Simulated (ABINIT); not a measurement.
# BN (P6_3/mmc) in ABINIT: further runs

The runs below take BN through single point, relaxation of the atoms, with PBE.

Everything below comes from runs of ABINIT 10.8.3 (patched build). Logs are shortened: lines on timing, memory, paths and dates and some standing lists are left out, and cuts for length are marked. The log counts tension as positive stress, the text compression.

## (1) The undisturbed crystal

Symmetry: P6_3/mmc, No. 194, hexagonal system. The conventional cell has a = 2.498 Å, b = 2.498 Å, c = 6.636 Å, α = 90.00°, β = 90.00°, γ = 120.00°. N (site symmetry -6m2) is surrounded by 3 B at 1.44 Å. Around B (site symmetry -6m2) lie 3 N at 1.44 Å.

## (2) Single point, PBE, 8.97 Å³/atom (shear strain of 0 %)

Input file run.abi:

```
# Pseudopotentials
pp_dirpath "./"
pseudos "N.GGA_PBE-JTH.xml, B.GGA_PBE-JTH.xml"

# Structure
acell 3*1.0
rprim
     4.7209893936     0.0000000000     0.0000000000
    -2.3604946968     4.0884967459     0.0000000000
     0.0000000000     0.0000000000    12.5396556452
ntypat 2
znucl 7 5
natom 4
typat 1 1 2 2
xred
     0.6666666667     0.3333333333     0.2500000000
     0.3333333333     0.6666666667     0.7500000000
     0.6666666667     0.3333333333     0.7500000000
     0.3333333333     0.6666666667     0.2500000000

# Plane-wave basis
ecut 26.0
pawecutdg 48.0
pawxcdev 0
pawovlp 30

# k points
kptopt 1
ngkpt 7 7 2
nshiftk 1
shiftk 0.0 0.0 0.0

# Exchange and correlation
ixc 11

# Bands and occupations
nband 12
occopt 3
tsmear 0.05 eV

# SCF cycle
nstep 100
tolvrs 1.0e-9

# Output
iomode 3
prtwf 0
prtden 0
prteig 0
prtebands 0
enunit 2
```

Potentials or basis: JTH PAW PBE v2.0.

Started as:

```
abinit run.abi > log 2>&1
```

run.abo:

```text
.Version 10.8.3 of ABINIT
 Symmetries : space group P6_3/m m c (#194); Bravais hP (primitive hexag.)
================================================================================
 Values of the parameters that define the memory need of the present run
     intxc =       0    ionmov =       0      iscf =      17    lmnmax =       8
     lnmax =       4     mgfft =      60  mpssoang =       2    mqgrid =    3911
     natom =       4  nloc_mem =       2    nspden =       1   nspinor =       1
    nsppol =       1      nsym =      24    n1xccc =       1    ntypat =       2
    occopt =       3   xclevel =       2
       mpw =        1561          nfft =       34560          nkpt =          16
 PAW method is used; the additional fine FFT grid is defined by:
   mgfftf=        80    nfftf =     72000
================================================================================
================================================================================

--------------------------------------------------------------------------------
------------- Echo of variables that govern the present computation ------------
--------------------------------------------------------------------------------
 -outvars: echo values of preprocessed input variables --------
            acell      1.0000000000E+00  1.0000000000E+00  1.0000000000E+00 Bohr
              amu      1.40067400E+01  1.08110000E+01
             ecut      2.60000000E+01 Hartree
           enunit           2
              ixc          11
         kptrlatt        7    0    0      0    7    0      0    0    2
          kptrlen      2.50793113E+01
            natom           4
            nband          12
            ngfft          24      24      60
          ngfftdg          30      30      80
             nkpt          16
            nstep         100
             nsym          24
           ntypat           2
           occopt           3
        pawecutdg      4.80000000E+01 Hartree
          pawovlp      3.0000000000E+01
         pawxcdev           0
           prtden           0
        prtebands           0
           prteig           0
            prtwf           0
            rprim      4.7209893936E+00  0.0000000000E+00  0.0000000000E+00
                      -2.3604946968E+00  4.0884967459E+00  0.0000000000E+00
                       0.0000000000E+00  0.0000000000E+00  1.2539655645E+01
          spgroup         194
           tolvrs      1.00000000E-09
           tsmear      1.83746611E-03 Hartree
            typat      1  1  2  2
           useylm           1
           xangst      1.2491199992E+00  7.2117976777E-01  1.6589249989E+00
                      -2.4844460560E-16  1.4423595355E+00  4.9767749966E+00
                       1.2491199992E+00  7.2117976777E-01  4.9767749966E+00
                      -2.4844460560E-16  1.4423595355E+00  1.6589249989E+00
            xcart      2.3604946968E+00  1.3628322486E+00  3.1349139113E+00
                      -4.6949226205E-16  2.7256644973E+00  9.4047417339E+00
                       2.3604946968E+00  1.3628322486E+00  9.4047417339E+00
                      -4.6949226205E-16  2.7256644973E+00  3.1349139113E+00
             xred      6.6666666667E-01  3.3333333333E-01  2.5000000000E-01
                       3.3333333333E-01  6.6666666667E-01  7.5000000000E-01
                       6.6666666667E-01  3.3333333333E-01  7.5000000000E-01
                       3.3333333333E-01  6.6666666667E-01  2.5000000000E-01
            znucl        7.00000    5.00000

================================================================================

 chkinp: Checking input parameters for consistency.

================================================================================
== DATASET  1 ==================================================================

--- !DatasetInfo
iteration_state: {dtset: 1, }
dimensions: {natom: 4, nkpt: 16, mband: 12, nsppol: 1, nspinor: 1, nspden: 1, mpw: 1561, }
cutoff_energies: {ecut:  26.0, pawecutdg:  48.0, }
electrons: {nelect:   1.60000000E+01, charge:   0.00000000E+00, occopt:   3.00000000E+00, tsmear:   1.83746611E-03, }
meta: {optdriver: 0, ionmov: 0, optcell: 0, iscf: 17, paral_kgb: 0, }
...

 Exchange-correlation functional for the present dataset will be:
  GGA: Perdew-Burke-Ernzerhof functional - ixc=11
  J.P.Perdew, K.Burke, M.Ernzerhof, PRL 77, 3865 (1996)

 Real(R)+Recip(G) space primitive vectors, cartesian coordinates (Bohr,Bohr^-1):
 R(1)=  4.7209894  0.0000000  0.0000000  G(1)=  0.2118200  0.1222943  0.0000000
 R(2)= -2.3604947  4.0884967  0.0000000  G(2)=  0.0000000  0.2445887  0.0000000
 R(3)=  0.0000000  0.0000000 12.5396556  G(3)=  0.0000000  0.0000000  0.0797470
 Unit cell volume ucvol=  2.4203730E+02 bohr^3
 Angles (23,13,12)=  9.00000000E+01  9.00000000E+01  1.20000000E+02 degrees

 Coarse grid specifications (used for wave-functions):

 getcut: wavevector=  0.0000  0.0000  0.0000  ngfft=  24  24  60
         ecut(hartree)=     26.000   => boxcut(ratio)=   2.08456

 Fine grid specifications (used for densities):

 getcut: wavevector=  0.0000  0.0000  0.0000  ngfft=  30  30  80
         ecut(hartree)=     48.000   => boxcut(ratio)=   2.03903

--- Pseudopotential description ------------------------------------------------
- pspini: atom type   1  psp file is ./N.GGA_PBE-JTH.xml
 Pseudopotential format is: paw10
 basis_size (lnmax)=  4 (lmn_size=  8), orbitals=   0   0   1   1
 Spheres core radius: rc_sph= 1.20497474
 Shapefunction is SIN type: shapef(r)=[sin(pi*r/rshp)/(pi*r/rshp)]**2
 Radius for shape functions =  1.00243812
 Compensation charge density is not taken into account in XC energy/potential

- pspini: atom type   2  psp file is ./B.GGA_PBE-JTH.xml
 Pseudopotential format is: paw10
 basis_size (lnmax)=  4 (lmn_size=  8), orbitals=   0   0   1   1
 Spheres core radius: rc_sph= 1.70616958
 Shapefunction is SIN type: shapef(r)=[sin(pi*r/rshp)/(pi*r/rshp)]**2
 Radius for shape functions =  1.40269776
 Compensation charge density is not taken into account in XC energy/potential

   2.33230444E+02                                ecore*ucvol(ha*bohr**3)
--------------------------------------------------------------------------------

================================================================================

--- !BeginCycle
iteration_state: {dtset: 1, }
solver: {iscf: 17, nstep: 100, nline: 4, wfoptalg: 10, }
tolerances: {tolvrs: 1.00E-09, }
...

     iter   Etot(hartree)      deltaE(h)  residm     nres2
 ETOT  1  -26.058409560544    -2.606E+01 4.673E-02 4.381E+01
 ETOT  2  -25.979993984359     7.842E-02 1.201E-02 8.771E+00
 ETOT  3  -25.967550275824     1.244E-02 2.827E-03 8.223E-01
 ETOT  4  -25.965564932215     1.985E-03 1.045E-03 3.152E-02
 ETOT  5  -25.965779532845    -2.146E-04 8.506E-05 8.143E-03
 ETOT  6  -25.965828572324    -4.904E-05 5.357E-05 2.383E-04
 ETOT  7  -25.965832143443    -3.571E-06 2.102E-05 1.845E-05
 ETOT  8  -25.965832148386    -4.944E-09 4.508E-05 7.216E-07
 ETOT  9  -25.965832155169    -6.783E-09 1.726E-05 4.268E-08
 ETOT 10  -25.965832155220    -5.046E-11 3.675E-05 1.044E-09
 ETOT 11  -25.965832155223    -2.956E-12 1.372E-05 7.066E-11

 At SCF step   11       nres2   =  7.07E-11 < tolvrs=  1.00E-09 =>converged.

 Cartesian components of stress tensor (hartree/bohr^3)
  sigma(1 1)= -2.18618892E-04  sigma(3 2)=  0.00000000E+00
  sigma(2 2)= -2.18618892E-04  sigma(3 1)=  0.00000000E+00
  sigma(3 3)= -1.08140441E-04  sigma(2 1)=  0.00000000E+00

--- !ResultsGS
iteration_state: {dtset: 1, }
comment   : Summary of ground state results
lattice_vectors:
- [  4.7209894,   0.0000000,   0.0000000, ]
- [ -2.3604947,   4.0884967,   0.0000000, ]
- [  0.0000000,   0.0000000,  12.5396556, ]
lattice_lengths: [   4.72099,    4.72099,   12.53966, ]
lattice_angles: [ 90.000,  90.000, 120.000, ] # degrees, (23, 13, 12)
lattice_volume:   2.4203730E+02
convergence: {deltae: -2.956E-12, res2:  7.066E-11, residm:  1.372E-05, diffor: null, }
etotal    :  -2.59658322E+01
entropy   :   0.00000000E+00
fermie    :   1.65154426E-01
cartesian_stress_tensor: # hartree/bohr^3
- [ -2.18618892E-04,   0.00000000E+00,   0.00000000E+00, ]
- [  0.00000000E+00,  -2.18618892E-04,   0.00000000E+00, ]
- [  0.00000000E+00,   0.00000000E+00,  -1.08140441E-04, ]
pressure_GPa:   5.3485E+00
xred      :
- [  6.6667E-01,   3.3333E-01,   2.5000E-01,  N]
- [  3.3333E-01,   6.6667E-01,   7.5000E-01,  N]
- [  6.6667E-01,   3.3333E-01,   7.5000E-01,  B]
- [  3.3333E-01,   6.6667E-01,   2.5000E-01,  B]
cartesian_forces: # hartree/bohr
- [ -2.56660257E-28,   1.15253342E-28,  -0.00000000E+00, ]
- [  4.27767095E-28,  -1.64647632E-29,  -0.00000000E+00, ]
- [ -2.85178063E-29,  -4.11619079E-28,  -0.00000000E+00, ]
- [ -1.42589032E-28,   3.12830500E-28,  -0.00000000E+00, ]
force_length_stats: {min:   2.81349996E-28, max:   4.28083842E-28, mean:   3.66458492E-28, }
...

 Integrated electronic density in atomic spheres:
 ------------------------------------------------
 Atom  Sphere_radius  Integrated_density
    1        1.20497          2.73302394
    2        1.20497          2.73302394
    3        1.70617          2.24770642
    4        1.70617          2.24770642

================================================================================

 ----iterations are completed or convergence reached----

 Mean square residual over all n,k,spin=   10.844E-08; max=  13.717E-06
 reduced coordinates (array xred) for    4 atoms
       0.666666666667      0.333333333333      0.250000000000
       0.333333333333      0.666666666667      0.750000000000
       0.666666666667      0.333333333333      0.750000000000
       0.333333333333      0.666666666667      0.250000000000
 rms dE/dt=  1.0658E-27; max dE/dt=  1.6156E-27; dE/dt below (all hartree)
    1       0.000000000000     -0.000000000000      0.000000000000
    2      -0.000000000000      0.000000000000      0.000000000000
    3       0.000000000000      0.000000000000      0.000000000000
    4       0.000000000000     -0.000000000000      0.000000000000

 cartesian coordinates (angstrom) at end:
    1      1.24911999915653     0.72117976777119     1.65892499887731
    2     -0.00000000000000     1.44235953554239     4.97677499663194
    3      1.24911999915653     0.72117976777119     4.97677499663194
    4     -0.00000000000000     1.44235953554239     1.65892499887731

 cartesian forces (hartree/bohr) at end:
    1     -0.00000000000000     0.00000000000000    -0.00000000000000
    2      0.00000000000000    -0.00000000000000    -0.00000000000000
    3     -0.00000000000000    -0.00000000000000    -0.00000000000000
    4     -0.00000000000000     0.00000000000000    -0.00000000000000
 frms,max,avg= 2.1425290E-28 4.2776709E-28   0.000E+00  0.000E+00  0.000E+00 h/b

 cartesian forces (eV/Angstrom) at end:
    1     -0.00000000000000     0.00000000000000    -0.00000000000000
    2      0.00000000000000    -0.00000000000000    -0.00000000000000
    3     -0.00000000000000    -0.00000000000000    -0.00000000000000
    4     -0.00000000000000     0.00000000000000    -0.00000000000000
 frms,max,avg= 1.1017327E-26 2.1996668E-26   0.000E+00  0.000E+00  0.000E+00 e/A
 length scales=  1.000000000000  1.000000000000  1.000000000000 bohr
              =  0.529177210544  0.529177210544  0.529177210544 angstroms
 Fermi (or HOMO) energy (hartree) =   0.16515   Average Vxc (hartree)=  -0.37043
 Eigenvalues (hartree) for nkpt=  16  k points:
 kpt#   1, nband= 12, wtk=  0.01020, kpt=  0.0000  0.0000  0.0000 (reduced coord)
  -0.54027   -0.52944   -0.11427   -0.03617    0.06728    0.06728    0.06864    0.06864
   0.30937    0.49595    0.54204    0.54265
      occupation numbers for kpt#   1
   2.00000    2.00000    2.00000    2.00000    2.00000    2.00000    2.00000    2.00000
   0.00000    0.00000    0.00000    0.00000
 prteigrs : prtvol=0 or 1, do not print more k-points.

 Fermi (or HOMO) energy (eV) =   4.49408   Average Vxc (eV)= -10.08001
 Eigenvalues (   eV  ) for nkpt=  16  k points:
 kpt#   1, nband= 12, wtk=  0.01020, kpt=  0.0000  0.0000  0.0000 (reduced coord)
 -14.70150  -14.40686   -3.10956   -0.98418    1.83078    1.83078    1.86776    1.86776
   8.41836   13.49561   14.74976   14.76623
 prteigrs : prtvol=0 or 1, do not print more k-points.

--- !EnergyTerms
iteration_state     : {dtset: 1, }
comment             : Components of total free energy in Hartree
kinetic             :  1.57860051678387E+01
hartree             :  8.24611857427769E+00
xc                  : -7.75741672483470E+00
Ewald energy        : -1.83721330742730E+01
psp_core            :  9.63613658526634E-01
local_psp           : -2.76553111565463E+01
PAW spherical_terms :  2.82328986200564E+00
internal            : -2.59658336930053E+01
'-kT*entropy'       : -5.96180145590869E-15
total_energy        : -2.59658336930053E+01
total_energy_eV     : -7.06566329819275E+02
...

--- !EnergyTermsDC
iteration_state     : {dtset: 1, }
comment             : '"Double-counting" decomposition of free energy'
band_energy         : -2.34662731161569E+00
Ewald energy        : -1.83721330742730E+01
psp_core            :  9.63613658526634E-01
xc_dc               : -6.68511442783909E+00
PAW spherical_terms :  4.74428999978310E-01
internal            : -2.59658321552229E+01
'-kT*entropy'       : -5.96180145590869E-15
total_energy_dc     : -2.59658321552229E+01
total_energy_dc_eV  : -7.06566287974083E+02
...

--- !EnergyTermsWithPAWCore
iteration_state     : {dtset: 1, }
comment             : 'Components of total free energy, including PAW core contributions'
Total energy        : -1.59403341532306E+02
Total energy DC     : -1.59403339994524E+02
Total energy (eV)   : -4.33758589533561E+03
Total energy DC (eV): -4.33758585349042E+03
...

 Cartesian components of stress tensor (hartree/bohr^3)
  sigma(1 1)= -2.18618892E-04  sigma(3 2)=  0.00000000E+00
  sigma(2 2)= -2.18618892E-04  sigma(3 1)=  0.00000000E+00
  sigma(3 3)= -1.08140441E-04  sigma(2 1)=  0.00000000E+00

-Cartesian components of stress tensor (GPa)         [Pressure=  5.3485E+00 GPa]
- sigma(1 1)= -6.43198987E+00  sigma(3 2)=  0.00000000E+00
- sigma(2 2)= -6.43198987E+00  sigma(3 1)=  0.00000000E+00
- sigma(3 3)= -3.18160162E+00  sigma(2 1)=  0.00000000E+00

== END DATASET(S) ==============================================================
================================================================================

 -outvars: echo values of variables after computation  --------
            acell      1.0000000000E+00  1.0000000000E+00  1.0000000000E+00 Bohr
           etotal     -2.5965832155E+01
            fcart     -2.5666025687E-28  1.1525334208E-28 -0.0000000000E+00
                       4.2776709478E-28 -1.6464763154E-29 -0.0000000000E+00
                      -2.8517806318E-29 -4.1161907886E-28 -0.0000000000E+00
                      -1.4258903159E-28  3.1283049993E-28 -0.0000000000E+00
            rprim      4.7209893936E+00  0.0000000000E+00  0.0000000000E+00
                      -2.3604946968E+00  4.0884967459E+00  0.0000000000E+00
                       0.0000000000E+00  0.0000000000E+00  1.2539655645E+01
           strten     -2.1861889217E-04 -2.1861889225E-04 -1.0814044109E-04
                       0.0000000000E+00  0.0000000000E+00  0.0000000000E+00
           xangst      1.2491199992E+00  7.2117976777E-01  1.6589249989E+00
                      -2.4844460560E-16  1.4423595355E+00  4.9767749966E+00
                       1.2491199992E+00  7.2117976777E-01  4.9767749966E+00
                      -2.4844460560E-16  1.4423595355E+00  1.6589249989E+00
             xred      6.6666666667E-01  3.3333333333E-01  2.5000000000E-01
                       3.3333333333E-01  6.6666666667E-01  7.5000000000E-01
                       6.6666666667E-01  3.3333333333E-01  7.5000000000E-01
                       3.3333333333E-01  6.6666666667E-01  2.5000000000E-01
 Calculation completed.
```

Run time: 14 s. Hardware: 1 thread of Arm Neoverse V1, shared host; peak memory 0.09 GiB.

What came out:

```
Free energy            : -706.5663 eV
Pressure               : 5.3 GPa
Band gap on the k mesh : 4.48 eV, indirect (least direct gap 4.69 eV)
```

Caveat: the k mesh is coarse (spacing up to 0.47 Å⁻¹), so the values aren't converged; an odd mesh through Γ misses points on the zone boundary, where band edges often lie; this functional lacks dispersion, which binds the layers, so the pressure and a relaxed spacing across them are unreliable; the atomic spheres overlap.

## (3) Relaxation of the atoms, PBE, 8.96 Å³/atom (shear strain of -4 %)

Edit run.abi of step 2 so:

```diff
@@ -7,4 +7,4 @@
 rprim
-     4.7209893936     0.0000000000     0.0000000000
-    -2.3604946968     4.0884967459     0.0000000000
+     4.7209893936    -0.0944197879     0.0000000000
+    -2.4422646317     4.1357066399     0.0000000000
      0.0000000000     0.0000000000    12.5396556452
@@ -19,2 +19,5 @@
      0.3333333333     0.6666666667     0.2500000000
+chkprim 0
+chksymtnons 0
+tolsym 1.0e-6
 
@@ -24,3 +27,3 @@
 pawxcdev 0
-pawovlp 30
+pawovlp -1
 
@@ -51 +54,6 @@
 enunit 2
+
+# Relaxation
+ionmov 3
+ntime 60
+tolmxf 0.0002
```

Potentials or basis: JTH PAW PBE v2.0.

Started as:

```
abinit run.abi > log 2>&1
```

Wall time 81 s (1 thread of Arm Neoverse V1, shared host); peak memory 0.12 GiB.

The run converged. Its results:

```yaml
Free_energy: -706.5043 eV
Energy_gained_by_relaxing: 1.7 meV/atom
Ionic_steps: 3
Pressure_after_relaxing: 5.6 GPa
Largest_force_after_relaxing: 0.007 eV/Å
Band_gap_on_the_k_mesh: 4.27 eV, indirect (least direct gap 4.65 eV)
```

Caveat: the k mesh is coarse (spacing up to 0.47 Å⁻¹), so the values aren't converged; an odd mesh through Γ misses points on the zone boundary, where band edges often lie; this functional lacks dispersion, which binds the layers, so the pressure and a relaxed spacing across them are unreliable; the atomic spheres overlap.
